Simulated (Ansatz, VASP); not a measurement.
**Two plane-wave programs on Al**

```
Al
1.0
    -1.60626    1.60626    1.60626
     1.60626   -1.60626    1.60626
     1.60626    1.60626   -1.60626
Al
1
Direct
  0.00000 0.00000 0.00000
```

Alike in both runs: functional PBEsol; k mesh 24 × 24 × 24; occupations gaussian, width 0.1 eV; no spin polarisation.

Ansatz relaxed the structure, and its values are those at the end. VASP's run is a single point on that final structure, the one shown.

|  | VASP | Ansatz |
| --- | --- | --- |
| version | VASP 6.6.1 | Ansatz 0.2.0 |
| potentials or method | VASP PAW PBE potentials, release 64 (Al) | scalar-relativistic, plane waves, PAW |
| plane-wave cutoff (eV) | 520 | 420 |
| valence electrons in the cell | 3 | 3 |

|  | VASP | Ansatz | Ansatz less VASP |
| --- | --- | --- | --- |
| gap on the k mesh at the Fermi level (eV) | none | none | - |
| pressure (GPa) | 0.1 | 0.0 | -0.07 |

A gap of «none» marks a metal or a gap that the smearing closes.

Caveats: the PAW data sets were made with another functional, which shifts forces and pressure a little (VASP).
